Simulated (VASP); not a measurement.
# C in VASP: further runs

The runs below take C through single point, relaxation of the atoms, with PBEsol.

Program: VASP 6.6.1. These are calculated values, not measurements. Logs are shortened: lines on timing, memory, paths and dates and some standing lists are left out, and cuts for length are marked.

## (1) The slab as given

The cell holds a slab with vacuum, 6 atoms: a = 2.460 Å, b = 2.460 Å, c = 22.002 Å, α = 90.00°, β = 90.00°, γ = 120.00°.

The slab is cut from a database's or a generator's crystal, which needn't be the stable form of the element.

## (2) Single point, PBEsol

INCAR

```
ALGO = Normal
DIPOL = 0.5 0.5 0.500
EDIFF = 1E-7
ENCUT = 520
GGA = PS
ICORELEVEL = 1
IDIPOL = 3
ISIF = 2
ISMEAR = 0
KPAR = 2
LASPH = T
LCHARG = F
LDIPOL = T
LREAL = F
LVACPOTAV = T
LVHAR = T
LWAVE = F
NELM = 80
PREC = Accurate
SIGMA = 0.03
```

KPOINTS

```
k-points
0
Gamma
  12 12 1
```

POSCAR

```
C
1.0
    2.4600223900      0.0000000000      0.0000000000
   -1.2300108000      2.1304416600      0.0000000000
    0.0000000000      0.0000000000     22.0016760000
C
6
Direct
    0.0000000000      0.0000000000      0.3408831200
    0.3333330000      0.6666660000      0.3408831200
    0.0000000000      0.0000000000      0.5000000000
    0.6666670000      0.3333340000      0.5000000000
    0.0000000000      0.0000000000      0.6591168800
    0.3333330000      0.6666660000      0.6591168800
```

Potentials or basis: VASP PAW PBE potentials, release 64 (C).

On the command line:

```
> cat potpaw_PBE.64/C/POTCAR > POTCAR
> mpirun -np 2 vasp_std > vasp.out
```

OUTCAR:

```text
EDIFF = 1E-7
   ENCUT = 520
   GGA = PS
   ISIF = 2
   ISMEAR = 0
   LASPH = T
   LREAL = F
   NELM = 80
   PREC = Accurate

 ion  position               nearest neighbor table
   1  0.000  0.000  0.341-   2 1.42   2 1.42   2 1.42
   2  0.333  0.667  0.341-   1 1.42   1 1.42   1 1.42
   3  0.000  0.000  0.500-   4 1.42   4 1.42   4 1.42
   4  0.667  0.333  0.500-   3 1.42   3 1.42   3 1.42
   5  0.000  0.000  0.659-   6 1.42   6 1.42   6 1.42
   6  0.333  0.667  0.659-   5 1.42   5 1.42   5 1.42

  LATTYP: Found a hexagonal cell.
 ALAT       =     2.4600223900
 C/A-ratio  =     8.9436893296

  Lattice vectors:

 A1 = (   2.4600223900,   0.0000000000,   0.0000000000)
 A2 = (  -1.2300108000,   2.1304416600,   0.0000000000)
 A3 = (   0.0000000000,   0.0000000000,  22.0016760000)

Analysis of symmetry for initial positions (statically):
=====================================================================
 Subroutine PRICEL returns:
 Original cell was already a primitive cell.

 Routine SETGRP: Setting up the symmetry group for a
 hexagonal supercell.

 Subroutine GETGRP returns: Found 12 space group operations
 (whereof 12 operations were pure point group operations)
 out of a pool of 24 trial point group operations.

The static configuration has the point symmetry D_3h.

Analysis of symmetry for dynamics (positions and initial velocities):
=====================================================================
 Subroutine PRICEL returns:
 Original cell was already a primitive cell.

 Routine SETGRP: Setting up the symmetry group for a
 hexagonal supercell.

 Subroutine GETGRP returns: Found 12 space group operations
 (whereof 12 operations were pure point group operations)
 out of a pool of 24 trial point group operations.

The dynamic configuration has the point symmetry D_3h.

 Subroutine INISYM returns: Found 12 space group operations
 (whereof 12 operations are pure point group operations),
 and found     1 'primitive' translations

----------------------------------------------------------------------------------------

                                     Primitive cell

  volume of cell :     115.3093

  direct lattice vectors                    reciprocal lattice vectors
     2.460022390  0.000000000  0.000000000     0.406500365  0.234693045  0.000000000
    -1.230010800  2.130441660  0.000000000     0.000000000  0.469386240  0.000000000
     0.000000000  0.000000000 22.001676000     0.000000000  0.000000000  0.045451083

  length of vectors
     2.460022390  2.460021999 22.001676000     0.469386165  0.469386240  0.045451083

  position of ions in fractional coordinates (direct lattice)
     0.000000000  0.000000000  0.340883120
     0.333333000  0.666666000  0.340883120
     0.000000000  0.000000000  0.500000000
     0.666667000  0.333334000  0.500000000
     0.000000000  0.000000000  0.659116880
     0.333333000  0.666666000  0.659116880

  ion indices of the primitive-cell ions
   primitive index   ion index
                 1           1
                 2           2
                 3           3
                 4           4
                 5           5
                 6           6

----------------------------------------------------------------------------------------

 KPOINTS: k-points

Automatic generation of k-mesh.
 Grid dimensions read from file:
 generate k-points for:   12   12    1

 Generating k-lattice:

  Cartesian coordinates                     Fractional coordinates (reciprocal lattice)
     0.033875030  0.019557754  0.000000000     0.083333333  0.000000000  0.000000000
     0.000000000  0.039115520  0.000000000     0.000000000  0.083333333  0.000000000
     0.000000000  0.000000000  0.045451083     0.000000000  0.000000000  1.000000000

  Length of vectors
     0.039115514  0.039115520  0.045451083

  Shift w.r.t. Gamma in fractional coordinates (k-lattice)
     0.000000000  0.000000000  0.000000000

 Subroutine IBZKPT returns following result:
 ===========================================

 Found     19 irreducible k-points:

 Following reciprocal coordinates:
            Coordinates               Weight
  0.000000  0.000000  0.000000      1.000000
  0.083333 -0.000000  0.000000      6.000000
  0.166667 -0.000000  0.000000      6.000000
  0.250000 -0.000000  0.000000      6.000000
  0.333333 -0.000000  0.000000      6.000000
  0.416667 -0.000000  0.000000      6.000000
[... 11 lines left out ...]
  0.333333  0.250000  0.000000     12.000000
  0.333333  0.333333  0.000000      2.000000
   k-points           NKPTS =     19   k-points in BZ     NKDIM =     19   number of bands    NBANDS=     16
   number of dos      NEDOS =    301   number of ions     NIONS =      6
   total plane-waves  NPLWV =  54432
   dimension x,y,z NGX =    18 NGY =   18 NGZ =  168
   dimension x,y,z NGXF=    36 NGYF=   36 NGZF=  336
   ions per type =               6
   NGX,Y,Z   is equivalent  to a cutoff of  12.16, 12.16, 12.69 a.u.
   NGXF,Y,Z  is equivalent  to a cutoff of  24.33, 24.33, 25.39 a.u.
 SYSTEM =  unknown system
   PREC   = accura    normal or accurate (medium, high low for compatibility)
   ISTART =      0    job   : 0-new  1-cont  2-samecut
   ICHARG =      2    charge: 1-file 2-atom 10-const
   ISPIN  =      1    spin polarized calculation?
   LNONCOLLINEAR =      F non collinear calculations
   LSORBIT =      F    spin-orbit coupling
   LASPH  =      T    aspherical Exc in radial PAW
   ENCUT  =  520.0 eV  38.22 Ry    6.18 a.u.   4.57  4.57 40.91*2*pi/ulx,y,z
   NELM   =     80;   NELMIN=  2; NELMDL= -5     # of ELM steps
   EDIFF  = 0.1E-06   stopping-criterion for ELM
   LREAL  =      F    real-space projection
   EDIFFG = 0.1E-05   stopping-criterion for IOM
   NSW    =      0    number of steps for IOM
   IBRION =     -1    ionic relax: 0-MD 1-quasi-New 2-CG
   NFREE  =      0    steps in history (QN), initial steepest desc. (CG)
   ISIF   =      2    stress and relaxation
   ISYM   =      2    0-nonsym 1-usesym 2-fastsym
   POTIM  = 0.5000    time-step for ionic-motion
   TEBEG  =    0.0;   TEEND  =   0.0 temperature during run
   PSTRESS=    0.0 pullay stress
   NELECT =      24.0000    total number of electrons
   NUPDOWN=      -1.0000    fix difference up-down
   EMIN   =  10.00;   EMAX   =-10.00  energy-range for DOS
   EFERMI =   0.00;   METHOD = LEGACY
   ISMEAR =     0;   SIGMA  =   0.03  broadening in eV -4-tet -1-fermi 0-gaus
   EFERMI_NEDOS =   21; number of points for ismear=-14 and -15
   IALGO  =     38    algorithm
   IMIX   =      4    mixing-type and parameters
     AMIX     =   0.40;   BMIX     =  1.00
     AMIX_MAG =   1.60;   BMIX_MAG =  1.00
  volume/ion in A,a.u.               =      19.22       129.69
  Fermi-wavevector in a.u.,A,eV,Ry     =   0.970191  1.833394 12.806755  0.941270
  Thomas-Fermi vector in A             =   2.100305
   LORBIT       =      0    0 simple, 1 ext, 2 COOP (PROOUT), +10 PAW based schemes
   GGA     = PS    functional components
   LHFCALC =     F    Hartree Fock is set to
   AEXX    =    0.0000 exact exchange contribution
   IVDW    =     0    specifies the selected vdW correction
   LEPSILON=     F    determine dielectric tensor
   LRPA    =     F    only Hartree local field effects (RPA)
 non-spin polarized calculation
 Gauss-broadening in eV      SIGMA  =   0.03
  energy-cutoff  :      520.00
  volume of cell :      115.31
 maximum number of plane-waves:      3151
   NGX =  9   NGY =  9   NGZ = 81

 number of electron      23.9999994 magnetization

 dipolmoment           0.000000      0.000000     -0.000000 electrons x Angstroem

 Free energy of the ion-electron system (eV)
  ---------------------------------------------------
  ext. energy  EPLUGINS =         0.00000000
  ---------------------------------------------------
  free energy    TOTEN  =       -57.85027225 eV

  energy without entropy =      -57.84934751  energy(sigma->0) =      -57.84980988

 the core state eigenenergies are
   1-  1s   -266.2321
   2-  1s   -266.2207
   3-  1s   -266.2278
   4-  1s   -266.2019
   5-  1s   -266.2321
   6-  1s   -266.2207

 E-fermi :  -0.2158     XC(G=0):  -5.2144

 val. band max:       -0.2161352760   @ k =   0.3333   0.3333   0.0000
 cond. band min:      -0.2096771686   @ k =   0.3333   0.3333   0.0000
 fundamental gap:      0.0064581074
 Fermi energy:        -0.2158031702

 k-point     1 :       0.0000    0.0000    0.0000
  band No.  band energies     occupation
      1     -19.8169      2.00000
      2     -19.7456      2.00000
      3     -19.6607      2.00000
      4      -8.4541      2.00000
      5      -7.9181      2.00000
      6      -7.3180      2.00000
[... 8 lines left out ...]
     15       4.3500      0.00000
     16       5.2755      0.00000

 k-point     2 :       0.0833   -0.0000    0.0000
  band No.  band energies     occupation
      1     -19.6512      2.00000
      2     -19.5808      2.00000
      3     -19.4967      2.00000
      4      -8.2531      2.00000
      5      -7.7206      2.00000
      6      -7.1247      2.00000
[... 8 lines left out ...]
     15       4.5704      0.00000
     16       5.4892      0.00000

 k-point     3 :       0.1667   -0.0000    0.0000
  band No.  band energies     occupation
      1     -19.1558      2.00000
      2     -19.0878      2.00000
      3     -19.0063      2.00000
      4      -7.6547      2.00000
      5      -7.1330      2.00000
      6      -6.5505      2.00000
[... 8 lines left out ...]
     15       5.2306      0.00000
     16       6.1283      0.00000
[... 267 lines left out ...]
 k-point    18 :       0.3333    0.2500    0.0000
  band No.  band energies     occupation
      1     -14.0338      2.00000
      2     -13.9937      2.00000
      3     -13.9407      2.00000
      4     -12.1630      2.00000
      5     -12.1374      2.00000
      6     -12.0986      2.00000
[... 8 lines left out ...]
     15       1.2584      0.00000
     16      10.2792      0.00000

 k-point    19 :       0.3333    0.3333    0.0000
  band No.  band energies     occupation
      1     -12.8002      2.00000
      2     -12.7586      2.00000
      3     -12.7573      2.00000
      4     -12.7567      2.00000
      5     -12.7436      2.00000
      6     -12.7047      2.00000
[... 8 lines left out ...]
     15       0.1746      0.00000
     16       9.9978      0.00000

------------------------ aborting loop because EDIFF is reached ----------------------------------------

  FORCE on cell =-STRESS in cart. coord.  units (eV):
  Direction    XX          YY          ZZ          XY          YZ          ZX
  --------------------------------------------------------------------------------------
  -------------------------------------------------------------------------------------
  Total        0.1606103      0.1606103      0.0464791      0.0000000      0.0000000     -0.0000000
  in kB        2.2316168      2.2316163      0.6458090      0.0000004      0.0000000     -0.0000000
  external PRESSURE =       1.7030140 kB  Pullay stress =       0.0000000 kB

 VOLUME and BASIS-vectors are now :
 -----------------------------------------------------------------------------
  energy-cutoff  :      520.00
  volume of cell :      115.31
      direct lattice vectors                 reciprocal lattice vectors
     2.460022390  0.000000000  0.000000000     0.406500365  0.234693045  0.000000000
    -1.230010800  2.130441660  0.000000000     0.000000000  0.469386240  0.000000000
     0.000000000  0.000000000 22.001676000     0.000000000  0.000000000  0.045451083

 POSITION                                       TOTAL-FORCE (eV/Angst)
 -----------------------------------------------------------------------------------
      0.00000      0.00000      7.50000         0.000000      0.000000      0.001684
      0.00000      1.42029      7.50000        -0.000000     -0.000000     -0.012679
      0.00000      0.00000     11.00084         0.000000     -0.000000      0.000000
      1.23001      0.71015     11.00084         0.000000     -0.000000      0.000000
      0.00000      0.00000     14.50168         0.000000      0.000000     -0.001684
      0.00000      1.42029     14.50168        -0.000000      0.000000      0.012679
 -----------------------------------------------------------------------------------
    total drift:                                0.000000      0.000266      0.000000

  FREE ENERGIE OF THE ION-ELECTRON SYSTEM (eV)
  ---------------------------------------------------
  free  energy   TOTEN  =       -57.8502722472 eV

  energy  without entropy=      -57.8493475059  energy(sigma->0) =      -57.84980988

 vacuum level on the upper side and lower side of the slab         4.112         4.112
```

Run time: 33 s. Hardware: 2 MPI ranks of Intel Xeon Platinum 8488C (Sapphire Rapids), shared host; peak memory 0.21 GiB.

Results:

```yaml
Free_energy: -57.8503 eV
Largest_force: 0.013 eV/Å
Band_gap_on_the_k_mesh: none (metal or under the smearing width)
Work_function_of_the_upper_face: 4.33 eV
Work_function_of_the_lower_face: 4.33 eV
```

Forces in eV/Å, atoms in the order of the input:
```
C    0.000  0.000  0.002
C    0.000  0.000 -0.013
C    0.000  0.000  0.000
C    0.000  0.000  0.000
C    0.000  0.000 -0.002
C    0.000  0.000  0.013
```

Core levels (eV, on the scale of the bands):
```
atom     levels
 1 C  1s -266.2
 2 C  1s -266.2
 3 C  1s -266.2
 4 C  1s -266.2
 5 C  1s -266.2
 6 C  1s -266.2
```

Caveat: the PAW data sets were made with another functional, which shifts forces and pressure a little.

(Part 1 of 2 ends here.)
